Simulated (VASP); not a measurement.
# Ir (P6_3/mmc) in VASP: notebook

Runs on Ir. Level: PBE. Tasks: single point.

Program: VASP 6.6.1. These are calculated values, not measurements. Logs are shortened: lines on timing, memory, paths and dates and some standing lists are left out, and cuts for length are marked.

**1. Starting point**

The structure is hexagonal, space group P6_3/mmc (No. 194). Conventional cell: a = 2.751 Å, b = 2.751 Å, c = 4.462 Å, α = 90.00°, β = 90.00°, γ = 120.00°. Ir (site symmetry -6m2) has 12 Ir at 2.74 to 2.75 Å as nearest neighbours.

This isn't the form of Ir at room conditions, which is fcc.

**2. Single point, PBE**

INCAR

```
SYSTEM = Ir
ADDGRID = .FALSE. ; ALGO = Normal
EDIFF = 1E-6 ; ENCUT = 460
GGA = PE ; ISIF = 2
ISMEAR = 0 ; LASPH = .TRUE.
LCHARG = .FALSE. ; LREAL = .FALSE.
LWAVE = .FALSE. ; NELM = 100
PREC = Accurate ; SIGMA = 0.2
```

KPOINTS

```
k-points
0
G
  7 7 4
  0 0 0
```

POSCAR

```
Ir
1.0
    2.7513778946      0.0000000000      0.0000000000
   -1.3756889473      2.3827631521      0.0000000000
    0.0000000000      0.0000000000      4.4622900000
Ir
2
Direct
    0.3333333333      0.6666666667      0.2500000000
    0.6666666667      0.3333333333      0.7500000000
```

Potentials or basis: VASP PAW PBE potentials, release 64 (Ir).

On the command line:

```
cat potpaw_PBE.64/Ir/POTCAR > POTCAR
mpirun -np 1 vasp_std > vasp.out
```

OUTCAR:

```text
SYSTEM = Ir
   EDIFF = 1E-6
   ENCUT = 460
   GGA = PE
   ISIF = 2
   ISMEAR = 0
   LASPH = .TRUE.
   LREAL = .FALSE.
   NELM = 100
   PREC = Accurate

 Found     24 irreducible k-points:

 Following reciprocal coordinates:
            Coordinates               Weight
  0.000000  0.000000  0.000000      1.000000
  0.142857  0.000000  0.000000      6.000000
  0.285714 -0.000000  0.000000      6.000000
  0.428571 -0.000000  0.000000      6.000000
  0.142857  0.142857  0.000000      6.000000
  0.285714  0.142857  0.000000     12.000000
   k-points           NKPTS =     24   k-points in BZ     NKDIM =     24   number of bands    NBANDS=     13
   number of dos      NEDOS =    301   number of ions     NIONS =      2
   total plane-waves  NPLWV =  12800
   dimension x,y,z NGX =    20 NGY =   20 NGZ =   32
   dimension x,y,z NGXF=    40 NGYF=   40 NGZF=   64
   ions per type =               2
   NGX,Y,Z   is equivalent  to a cutoff of  12.08, 12.08, 11.92 a.u.
   NGXF,Y,Z  is equivalent  to a cutoff of  24.17, 24.17, 23.84 a.u.
 SYSTEM =  Ir
   PREC   = accura    normal or accurate (medium, high low for compatibility)
   ISTART =      0    job   : 0-new  1-cont  2-samecut
   ICHARG =      2    charge: 1-file 2-atom 10-const
   ISPIN  =      1    spin polarized calculation?
   LNONCOLLINEAR =      F non collinear calculations
   LSORBIT =      F    spin-orbit coupling
   LASPH  =      T    aspherical Exc in radial PAW
   ENCUT  =  460.0 eV  33.81 Ry    5.81 a.u.   4.81  4.81  7.80*2*pi/ulx,y,z
   NELM   =    100;   NELMIN=  2; NELMDL= -5     # of ELM steps
   EDIFF  = 0.1E-05   stopping-criterion for ELM
[... 8 lines left out ...]
   TEBEG  =    0.0;   TEEND  =   0.0 temperature during run
   PSTRESS=    0.0 pullay stress
   NELECT =      18.0000    total number of electrons
   NUPDOWN=      -1.0000    fix difference up-down
   EMIN   =  10.00;   EMAX   =-10.00  energy-range for DOS
   EFERMI =   0.00;   METHOD = LEGACY
   ISMEAR =     0;   SIGMA  =   0.20  broadening in eV -4-tet -1-fermi 0-gaus
   EFERMI_NEDOS =   21; number of points for ismear=-14 and -15
   IALGO  =     38    algorithm
   IMIX   =      4    mixing-type and parameters
     AMIX     =   0.40;   BMIX     =  1.00
     AMIX_MAG =   1.60;   BMIX_MAG =  1.00
  volume/ion in A,a.u.               =      14.63        98.71
  Fermi-wavevector in a.u.,A,eV,Ry     =   1.392417  2.631287 26.379323  1.938826
  Thomas-Fermi vector in A             =   2.516162
   LORBIT       =      0    0 simple, 1 ext, 2 COOP (PROOUT), +10 PAW based schemes
   GGA     = PE    functional components
   LHFCALC =     F    Hartree Fock is set to
   AEXX    =    0.0000 exact exchange contribution
   IVDW    =     0    specifies the selected vdW correction
   LEPSILON=     F    determine dielectric tensor
   LRPA    =     F    only Hartree local field effects (RPA)
 non-spin polarized calculation
 Gauss-broadening in eV      SIGMA  =   0.20
  energy-cutoff  :      460.00
  volume of cell :       29.25
 maximum number of plane-waves:       672
 NGX is ok and might be reduce to    20
   NGX =  9   NGY =  9   NGZ = 15

 number of electron      18.0000001 magnetization

 Free energy of the ion-electron system (eV)
  ---------------------------------------------------
  ext. energy  EPLUGINS =         0.00000000
  ---------------------------------------------------
  free energy    TOTEN  =       -17.67041848 eV

  energy without entropy =      -17.65136606  energy(sigma->0) =      -17.66089227

 E-fermi :  10.0051     XC(G=0): -13.7900

 val. band max:        9.7999108266   @ k =   0.1429   0.0000   0.5000
 cond. band min:      10.0603067380   @ k =   0.2857   0.1429   0.0000
 fundamental gap:      0.2603959114
 Fermi energy:        10.0050565679

 k-point     1 :       0.0000    0.0000    0.0000
  band No.  band energies     occupation
      1      -0.9275      2.00000
      2       2.0997      2.00000
      3       6.1982      2.00000
      4       6.2725      2.00000
      5       6.2725      2.00000
      6       6.8954      2.00000
      7       6.8954      2.00000
      8       7.6922      2.00000
      9       7.6922      2.00000
     10       9.2279      2.00000
     11      10.2186      0.13105
     12      10.2186      0.13105
     13      16.7369      0.00000

 k-point     2 :       0.1429    0.0000    0.0000
  band No.  band energies     occupation
      1      -0.1796      2.00000
      2       2.7277      2.00000
      3       5.4660      2.00000
      4       6.4815      2.00000
      5       6.5512      2.00000
      6       6.9035      2.00000
      7       7.0090      2.00000
      8       7.2764      2.00000
      9       7.4829      2.00000
     10       7.7172      2.00000
     11      10.4436      0.00193
     12      13.1062      0.00000
     13      16.6197      0.00000

 k-point     3 :       0.2857   -0.0000    0.0000
  band No.  band energies     occupation
      1       1.5768      2.00000
      2       3.2968      2.00000
      3       4.5845      2.00000
      4       5.3676      2.00000
      5       6.2019      2.00000
      6       6.5560      2.00000
      7       7.0420      2.00000
      8       8.5154      2.00000
      9       8.5794      2.00000
     10       9.0161      2.00000
     11      10.7350      0.00000
     12      16.4011      0.00000
     13      16.6310      0.00000

 k-point     4 :       0.4286   -0.0000    0.0000
  band No.  band energies     occupation
      1       2.6421      2.00000
      2       2.8435      2.00000
      3       3.5082      2.00000
      4       6.0894      2.00000
      5       6.3126      2.00000
      6       6.6123      2.00000
      7       7.0274      2.00000
      8      10.3148      0.02851
      9      10.6722      0.00000
     10      10.8595      0.00000
     11      11.3595      0.00000
     12      15.9482      0.00000
     13      17.2647      0.00000

 k-point     5 :       0.1429    0.1429    0.0000
  band No.  band energies     occupation
      1       1.1405      2.00000
      2       3.6302      2.00000
      3       4.7743      2.00000
      4       5.1542      2.00000
      5       6.2037      2.00000
      6       6.3607      2.00000
      7       7.4986      2.00000
      8       7.5130      2.00000
      9       8.2468      2.00000
     10       8.8826      2.00000
     11      10.5387      0.00016
     12      15.7926      0.00000
     13      16.4613      0.00000

 k-point     6 :       0.2857    0.1429    0.0000
  band No.  band energies     occupation
      1       2.8454      2.00000
      2       3.5802      2.00000
      3       3.8879      2.00000
      4       5.1473      2.00000
      5       5.8861      2.00000
      6       6.6530      2.00000
      7       6.8684      2.00000
      8       8.7770      2.00000
      9      10.0603      0.69604
     10      10.5787      0.00005
     11      11.1631      0.00000
     12      16.9002      0.00000
     13      18.3571      0.00000

 [... further k-points ...]
[... 5 lines left out ...]
  --------------------------------------------------------------------------------------
  -------------------------------------------------------------------------------------
  Total       -0.6808580     -0.6808580      0.2425347      0.0000000      0.0000000      0.0000000
  in kB      -37.2887839    -37.2887839     13.2829795      0.0000000      0.0000000      0.0000000
  external PRESSURE =     -20.4315294 kB  Pullay stress =       0.0000000 kB

 VOLUME and BASIS-vectors are now :
 -----------------------------------------------------------------------------
  energy-cutoff  :      460.00
  volume of cell :       29.25
      direct lattice vectors                 reciprocal lattice vectors
     2.751377895  0.000000000  0.000000000     0.363454254  0.209840411  0.000000000
    -1.375688947  2.382763152  0.000000000     0.000000000  0.419680823  0.000000000
     0.000000000  0.000000000  4.462290000     0.000000000  0.000000000  0.224100182

 POSITION                                       TOTAL-FORCE (eV/Angst)
 -----------------------------------------------------------------------------------
     -0.00000      1.58851      1.11557        -0.000000      0.000000      0.000000
      1.37569      0.79425      3.34672         0.000000      0.000000      0.000000
 -----------------------------------------------------------------------------------
    total drift:                                0.000000     -0.000000     -0.000000

  FREE ENERGIE OF THE ION-ELECTRON SYSTEM (eV)
  ---------------------------------------------------
  free  energy   TOTEN  =       -17.6704184831 eV

  energy  without entropy=      -17.6513660629  energy(sigma->0) =      -17.66089227
```

It took 8.8 s on 1 thread of Intel Xeon Platinum 8375C at 2.90GHz (Ice Lake), shared host; peak memory 0.13 GiB.

These settings aren't checked as converged: the numbers below hold their error.

Results:

```yaml
Free_energy: -17.6704 eV
Pressure: -2.0 GPa
Band_gap_on_the_k_mesh: none (metal or under the smearing width)
```

Caveat: the k mesh is coarse (spacing up to 0.38 Å⁻¹), so the values aren't converged.

**3. Single point, PBE**

INCAR is that of step 2.

KPOINTS is that of step 2.

POSCAR

```
Ir
1.0
    2.7513778946      0.0000000000      0.0000000000
   -1.3756889473      2.3827631521      0.0000000000
    0.0000000000      0.0000000000      4.4622900000
Ir
2
Direct
    0.3583140000      0.6617470000      0.2121330000
    0.6598720000      0.3587530000      0.7691070000
```

Potentials or basis: VASP PAW PBE potentials, release 64 (Ir).

On the command line:

```
cat potpaw_PBE.64/Ir/POTCAR > POTCAR
mpirun -np 1 vasp_std > vasp.out
```

It took 21 s on 1 thread of Intel Xeon Platinum 8375C at 2.90GHz (Ice Lake), shared host; peak memory 0.15 GiB.

The run converged, but some of its settings lie outside the range that counts as converged, so its numbers aren't taken as properties of the crystal.

What came out:

| Item | Value |
| --- | --- |
| Free energy | -17.1231 eV |
| Pressure | 12.1 GPa |
| Largest force | 3.980 eV/Å |
| Band gap on the k mesh | none (metal or under the smearing width) |

Caveat: the k mesh is coarse (spacing up to 0.38 Å⁻¹), so the values aren't converged.

[end of part 1 of 2]
